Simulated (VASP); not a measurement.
# PbS (Galena) (Fm-3m) in VASP: notebook

The runs below take PbS (Galena) through relaxation of cell and atoms, relaxation of the atoms, with PBE.

Everything below comes from runs of VASP 6.6.1. Logs are shortened: lines on timing, memory, paths and dates and some standing lists are left out, and cuts for length are marked.

**1. The structure**

The structure is cubic, space group Fm-3m (No. 225). Conventional cell: a = 5.931 Å, b = 5.931 Å, c = 5.931 Å, α = 90.00°, β = 90.00°, γ = 90.00°. Around Pb (site symmetry m-3m) lie 6 S at 2.97 Å. S (site symmetry m-3m) has 6 Pb at 2.97 Å as nearest neighbours.

**2. Relaxation of cell and atoms, PBE**

The input, INCAR:

```
SYSTEM = PbS
PREC = Accurate ; ENCUT = 300
EDIFF = 1E-6 ; ISMEAR = 0
SIGMA = 0.03 ; LREAL = .FALSE.
LASPH = .TRUE. ; NELM = 80
ALGO = Normal ; ISIF = 3
LWAVE = .FALSE. ; LCHARG = .FALSE.
GGA = PE ; IBRION = 2
NSW = 90 ; EDIFFG = -0.01
```

The input, KPOINTS:

```
regular mesh
0
G
  4 4 4
  0 0 0
```

The input, POSCAR:

```
PbS
1.0
    0.0000000000      2.9657500000      2.9657500000
    2.9657500000      0.0000000000      2.9657500000
    2.9657500000      2.9657500000      0.0000000000
Pb S
1 1
Direct
    0.0000000000      0.0000000000      0.0000000000
    0.5000000000      0.5000000000      0.5000000000
```

Potentials or basis: VASP PAW PBE potentials, release 64 (Pb, S).

Started as:

```
$ cat potpaw_PBE.64/Pb/POTCAR potpaw_PBE.64/S/POTCAR > POTCAR
$ mpirun -np 1 vasp_std > vasp.out
```

OUTCAR:

```text
SYSTEM = PbS
   PREC = Accurate
   ENCUT = 300
   EDIFF = 1E-6
   ISMEAR = 0
   LREAL = .FALSE.
   LASPH = .TRUE.
   NELM = 80
   ISIF = 3
   GGA = PE
   IBRION = 2
   NSW = 90
   EDIFFG = -0.01

 ion  position               nearest neighbor table
   1  0.000  0.000  0.000-   2 2.97   2 2.97   2 2.97   2 2.97   2 2.97   2 2.97
   2  0.500  0.500  0.500-   1 2.97   1 2.97   1 2.97   1 2.97   1 2.97   1 2.97

  LATTYP: Found a face centered cubic cell.
 ALAT       =     5.9315000000

  Lattice vectors:

 A1 = (   0.0000000000,   2.9657500000,   2.9657500000)
 A2 = (   2.9657500000,   0.0000000000,   2.9657500000)
 A3 = (   2.9657500000,   2.9657500000,   0.0000000000)

Analysis of symmetry for initial positions (statically):
=====================================================================
 Subroutine PRICEL returns:
 Original cell was already a primitive cell.

 Routine SETGRP: Setting up the symmetry group for a
 face centered cubic supercell.

 Subroutine GETGRP returns: Found 48 space group operations
 (whereof 48 operations were pure point group operations)
 out of a pool of 48 trial point group operations.

The static configuration has the point symmetry O_h .

Analysis of symmetry for dynamics (positions and initial velocities):
=====================================================================
 Subroutine PRICEL returns:
 Original cell was already a primitive cell.

 Routine SETGRP: Setting up the symmetry group for a
 face centered cubic supercell.

 Subroutine GETGRP returns: Found 48 space group operations
 (whereof 48 operations were pure point group operations)
 out of a pool of 48 trial point group operations.

The dynamic configuration has the point symmetry O_h .

 Subroutine INISYM returns: Found 48 space group operations
 (whereof 48 operations are pure point group operations),
 and found     1 'primitive' translations

----------------------------------------------------------------------------------------

                                     Primitive cell

  volume of cell :      52.1715

  direct lattice vectors                    reciprocal lattice vectors
     0.000000000  2.965750000  2.965750000    -0.168591419  0.168591419  0.168591419
     2.965750000  0.000000000  2.965750000     0.168591419 -0.168591419  0.168591419
     2.965750000  2.965750000  0.000000000     0.168591419  0.168591419 -0.168591419

[... 56 lines left out ...]
 SYSTEM =  PbS
   PREC   = accura    normal or accurate (medium, high low for compatibility)
   ISTART =      0    job   : 0-new  1-cont  2-samecut
   ICHARG =      2    charge: 1-file 2-atom 10-const
   ISPIN  =      1    spin polarized calculation?
   LNONCOLLINEAR =      F non collinear calculations
   LSORBIT =      F    spin-orbit coupling
   LASPH  =      T    aspherical Exc in radial PAW
   ENCUT  =  300.0 eV  22.05 Ry    4.70 a.u.   5.92  5.92  5.92*2*pi/ulx,y,z
   NELM   =     80;   NELMIN=  2; NELMDL= -5     # of ELM steps
   EDIFF  = 0.1E-05   stopping-criterion for ELM
   LREAL  =      F    real-space projection
   EDIFFG = -.1E-01   stopping-criterion for IOM
   NSW    =     90    number of steps for IOM
   IBRION =      2    ionic relax: 0-MD 1-quasi-New 2-CG
   NFREE  =      1    steps in history (QN), initial steepest desc. (CG)
   ISIF   =      3    stress and relaxation
   ISYM   =      2    0-nonsym 1-usesym 2-fastsym
   POTIM  = 0.5000    time-step for ionic-motion
   TEBEG  =    0.0;   TEEND  =   0.0 temperature during run
   PSTRESS=    0.0 pullay stress
   NELECT =      10.0000    total number of electrons
   NUPDOWN=      -1.0000    fix difference up-down
   EMIN   =  10.00;   EMAX   =-10.00  energy-range for DOS
   EFERMI =   0.00;   METHOD = LEGACY
   ISMEAR =     0;   SIGMA  =   0.03  broadening in eV -4-tet -1-fermi 0-gaus
   EFERMI_NEDOS =   21; number of points for ismear=-14 and -15
   IALGO  =     38    algorithm
   IMIX   =      4    mixing-type and parameters
     AMIX     =   0.40;   BMIX     =  1.00
     AMIX_MAG =   1.60;   BMIX_MAG =  1.00
  volume/ion in A,a.u.               =      26.09       176.04
  Fermi-wavevector in a.u.,A,eV,Ry     =   0.943909  1.783730 12.122313  0.890965
  Thomas-Fermi vector in A             =   2.071663
   LORBIT       =      0    0 simple, 1 ext, 2 COOP (PROOUT), +10 PAW based schemes
   GGA     = PE    functional components
   LHFCALC =     F    Hartree Fock is set to
   AEXX    =    0.0000 exact exchange contribution
   IVDW    =     0    specifies the selected vdW correction
   LEPSILON=     F    determine dielectric tensor
   LRPA    =     F    only Hartree local field effects (RPA)
 conjugate gradient relaxation of ions
 non-spin polarized calculation
 Gauss-broadening in eV      SIGMA  =   0.03
  energy-cutoff  :      300.00
  volume of cell :       52.17
 maximum number of plane-waves:       636
   NGX = 11   NGY = 11   NGZ = 11

--------------------------------------- Ionic step        1  -------------------------------------------

 number of electron      10.0000004 magnetization

 Free energy of the ion-electron system (eV)
  ---------------------------------------------------
  ext. energy  EPLUGINS =         0.00000000
  ---------------------------------------------------
  free energy    TOTEN  =        -8.78270974 eV

  energy without entropy =       -8.78270974  energy(sigma->0) =       -8.78270974

------------------------ aborting loop because EDIFF is reached ----------------------------------------

  FORCE on cell =-STRESS in cart. coord.  units (eV):
  Direction    XX          YY          ZZ          XY          YZ          ZX
  --------------------------------------------------------------------------------------
  -------------------------------------------------------------------------------------
  Total        0.6023467      0.6023467      0.6023467     -0.0000000     -0.0000000      0.0000000
  in kB       18.4979460     18.4979460     18.4979460     -0.0000000     -0.0000000      0.0000000
  external PRESSURE =      18.4979460 kB  Pullay stress =       0.0000000 kB
[... 59 lines left out ...]
--------------------------------------- Ionic step        3  -------------------------------------------

 number of electron      10.0000001 magnetization

 Free energy of the ion-electron system (eV)
  ---------------------------------------------------
  ext. energy  EPLUGINS =         0.00000000
  ---------------------------------------------------
  free energy    TOTEN  =        -8.79178987 eV

  energy without entropy =       -8.79178987  energy(sigma->0) =       -8.79178987

 E-fermi :   4.2164     XC(G=0):  -9.4502

 val. band max:        4.0789731318   @ k =   0.5000   0.0000   0.0000
 cond. band min:       4.5493533850   @ k =   0.5000   0.0000   0.0000
 fundamental gap:      0.4703802532
 Fermi energy:         4.2164151748

 k-point     1 :       0.0000    0.0000    0.0000
  band No.  band energies     occupation
      1      -9.2112      2.00000
      2      -1.9856      2.00000
      3       2.0943      2.00000
      4       2.0943      2.00000
      5       2.0943      2.00000
      6       9.2300      0.00000
      7       9.2300      0.00000
      8       9.2300      0.00000
      9      10.8826      0.00000
[... 111 lines left out ...]
  FREE ENERGIE OF THE ION-ELECTRON SYSTEM (eV)
  ---------------------------------------------------
  free  energy   TOTEN  =        -8.7917898694 eV

  energy  without entropy=       -8.7917898694  energy(sigma->0) =       -8.79178987

 reached required accuracy - stopping structural energy minimisation
```

OSZICAR:

```text
N       E                     dE             d eps       ncg     rms          rms(c)
DAV:   1     0.193176600914E+02    0.19318E+02   -0.28071E+03   144   0.545E+02
DAV:   2    -0.823449109564E+01   -0.27552E+02   -0.26510E+02   205   0.105E+02
DAV:   3    -0.926032601900E+01   -0.10258E+01   -0.10243E+01   156   0.232E+01
[... 24 lines left out ...]
DAV:   3    -0.879188263766E+01    0.26555E-03   -0.14021E-03   144   0.254E-01    0.105E-01
DAV:   4    -0.879180403402E+01    0.78604E-04   -0.10954E-04   153   0.580E-02    0.808E-02
DAV:   5    -0.879178824865E+01    0.15785E-04   -0.39583E-05   145   0.374E-02    0.572E-02
DAV:   6    -0.879178970922E+01   -0.14606E-05   -0.36701E-06   148   0.130E-02    0.210E-03
DAV:   7    -0.879178986940E+01   -0.16018E-06   -0.24425E-07    72   0.311E-03
   3 F= -.87917899E+01 E0= -.87917899E+01  d E =-.908013E-02
```

CONTCAR:

```text
PbS
   1.00000000000000
    -0.0000000000000000    2.9960641691666678    2.9960641691666678
     2.9960641691666678   -0.0000000000000000    2.9960641691666678
     2.9960641691666678    2.9960641691666678    0.0000000000000000
  Pb              S
     1     1
Direct
     0.0000000000000000    0.0000000000000000    0.0000000000000000
     0.5000000000000000    0.5000000000000000    0.5000000000000000

  0.00000000E+00  0.00000000E+00  0.00000000E+00
  0.00000000E+00  0.00000000E+00  0.00000000E+00
```

Wall time 5 s (1 thread of Intel Xeon Platinum 8488C (Sapphire Rapids), shared host); peak memory 0.13 GiB.

What came out:

| Item | Value |
| --- | --- |
| Free energy | -8.7918 eV |
| Relaxed volume | 26.89 Å³/atom |
| Relaxed cell | a = 4.237 Å, b = 4.237 Å, c = 4.237 Å, α = 60.00°, β = 60.00°, γ = 60.00° |
| Space group after relaxing (to 0.05 Å) | Fm-3m (No. 225) |
| Energy gained by relaxing | 4.5 meV/atom |
| Ionic steps | 3 |
| Pressure after relaxing | 0.0 GPa |
| Band gap on the k mesh | 0.47 eV, direct |

The path:
```csv
step,energy change (eV),largest force (eV/Å),pressure (GPa),volume (Å³)
1,0.0000,0.0000,1.85,52.17
2,-0.0076,0.0000,-0.70,54.48
3,-0.0091,0.0000,0.00,53.79
```

Final structure:
```yaml
crystal:
  lattice:
    - [0.00000, 2.99606, 2.99606]
    - [2.99606, 0.00000, 2.99606]
    - [2.99606, 2.99606, 0.00000]
  atoms:
    - { symbol: Pb, position: [0.00000, 0.00000, 0.00000] }
    - { symbol: S, position: [0.50000, 0.50000, 0.50000] }
```

Levels at points of the mesh, in eV from the valence-band top:
```
           k point  band 2  band 3  band 4  band 5  band 6  band 7  band 8  band 9
(0.00, 0.00, 0.00)   -6.06   -1.98   -1.98   -1.98    5.15    5.15    5.15    6.80
(0.50, 0.00, 0.00)   -8.66   -1.64   -1.64    0.00    0.47    2.06    2.06    8.57
(0.50, 0.50, 0.00)   -7.14   -4.90   -3.21   -3.21    4.03    5.51    5.60    5.60
```

Caveat: the k mesh is coarse (spacing up to 0.46 Å⁻¹), so the values aren't converged; the cutoff is under 1.25 times the usual one of these potentials, so pressure, stress and relaxed cells hold a basis-set (Pulay) error; spin-orbit coupling is left out, which as a rule narrows the gap of such compounds by several tenths of an eV. Zero-point motion and thermal expansion aren't in these numbers.

**3. Relaxation of cell and atoms, PBE**

This run uses another cell than the first one, of 26.89 Å³/atom, 1.031 times its volume.

The input, INCAR:

```
SYSTEM = PbS
PREC = Accurate ; ENCUT = 300
EDIFF = 1E-7 ; ISMEAR = 0
SIGMA = 0.03 ; LREAL = .FALSE.
LASPH = .TRUE. ; NELM = 80
ALGO = Normal ; ISIF = 3
LWAVE = .FALSE. ; LCHARG = .FALSE.
GGA = PE ; IBRION = 2
NSW = 90 ; EDIFFG = -0.005
```

KPOINTS is that of step 2.

The input, POSCAR:

```
PbS                                     
1.0
   -0.0000000000      2.9960641692      2.9960641692
    2.9960641692     -0.0000000000      2.9960641692
    2.9960641692      2.9960641692      0.0000000000
  Pb              S             
     1     1
Direct
     0.0000000000000000    0.0000000000000000    0.0000000000000000
     0.5000000000000000    0.5000000000000000    0.5000000000000000
```

Potentials or basis: VASP PAW PBE potentials, release 64 (Pb, S).

Started as:

```
$ cat potpaw_PBE.64/Pb/POTCAR potpaw_PBE.64/S/POTCAR > POTCAR
$ mpirun -np 1 vasp_std > vasp.out
```

Wall time 3.4 s (1 thread of Intel Xeon Platinum 8488C (Sapphire Rapids), shared host); peak memory 0.13 GiB.

The run converged. Its results:

```
Free energy                            : -8.7933 eV
Relaxed volume                         : 26.92 Å³/atom
Relaxed cell                           : a = 4.238 Å, b = 4.238 Å, c = 4.238 Å, α = 60.00°, β = 60.00°, γ = 60.00°
Space group after relaxing (to 0.05 Å) : Fm-3m (No. 225)
Energy gained by relaxing              : 0.0 meV/atom
Ionic steps                            : 2
Pressure after relaxing                : 0.0 GPa
Band gap on the k mesh                 : 0.47 eV, direct
```

Final structure:
```
Pb S
1.0
     0.00000    2.99699    2.99699
     2.99699    0.00000    2.99699
     2.99699    2.99699    0.00000
Pb S
1 1
Cartesian
  2.9970 0.0000 2.9970
  2.9970 2.9970 2.9970
```

Levels at points of the mesh, in eV from the valence-band top:
```
           k point  band 3  band 4  band 5  band 6  band 7  band 8
(0.00, 0.00, 0.00)   -1.98   -1.98   -1.98    5.15    5.15    5.15
(0.50, 0.00, 0.00)   -1.63   -1.63    0.00    0.47    2.06    2.06
(0.50, 0.50, 0.00)   -4.89   -3.20   -3.20    4.03    5.51    5.60
```

Caveat: the k mesh is coarse (spacing up to 0.45 Å⁻¹), so the values aren't converged; the cutoff is under 1.25 times the usual one of these potentials, so pressure, stress and relaxed cells hold a basis-set (Pulay) error; spin-orbit coupling is left out, which as a rule narrows the gap of such compounds by several tenths of an eV. A k mesh can miss the band edges.

**4. Relaxation of the atoms, PBE (a relaxed cell with its volume scaled by 0.94)**

The input, INCAR:

```
SYSTEM = PbS
PREC = Accurate ; ENCUT = 300
EDIFF = 1E-7 ; ISMEAR = 0
SIGMA = 0.03 ; LREAL = .FALSE.
LASPH = .TRUE. ; NELM = 80
ALGO = Normal ; ISIF = 2
LWAVE = .FALSE. ; LCHARG = .FALSE.
GGA = PE ; IBRION = 2
NSW = 40 ; EDIFFG = -0.01
```

KPOINTS is that of step 3.

The input, POSCAR:

```
PbS                                     
1.0
   -0.0000000000      2.9358073914      2.9358073914
    2.9358073914     -0.0000000000      2.9358073914
    2.9358073914      2.9358073914      0.0000000000
  Pb              S             
     1     1
Direct
     0.0000000000000000    1.0000000000000000    0.0000000000000000
     0.5000000000000000    0.5000000000000000    0.5000000000000000
```

Started as:

```
$ cat potpaw_PBE.64/Pb/POTCAR potpaw_PBE.64/S/POTCAR > POTCAR
$ mpirun -np 1 vasp_std > vasp.out
```

Wall time 2.5 s (1 thread of Intel Xeon Platinum 8488C (Sapphire Rapids), shared host); peak memory 0.13 GiB.

Results (log left out):

* Free energy: -8.7540 eV
* Pressure after relaxing: 3.9 GPa
* Band gap on the k mesh: 0.24 eV, direct

Final structure:
```yaml
crystal:
  lattice:
    - [0.00000, 2.93581, 2.93581]
    - [2.93581, 0.00000, 2.93581]
    - [2.93581, 2.93581, 0.00000]
  atoms:
    - { symbol: Pb, position: [0.00000, 0.00000, 0.00000] }
    - { symbol: S, position: [0.50000, 0.50000, 0.50000] }
```

Levels at points of the mesh, in eV from the valence-band top:
```
           k point  band 3  band 4  band 5  band 6  band 7  band 8
(0.00, 0.00, 0.00)   -2.36   -2.36   -2.36    5.27    5.27    5.27
(0.50, 0.00, 0.00)   -1.97   -1.97    0.00    0.24    1.86    1.86
(0.50, 0.50, 0.00)   -5.50   -3.68   -3.68    3.68    5.65    5.77
```

Caveat: the k mesh is coarse (spacing up to 0.46 Å⁻¹), so the values aren't converged; the cutoff is under 1.25 times the usual one of these potentials, so pressure, stress and relaxed cells hold a basis-set (Pulay) error; the relaxation stopped at its first step, so nothing moved; spin-orbit coupling is left out, which as a rule narrows the gap of such compounds by several tenths of an eV.
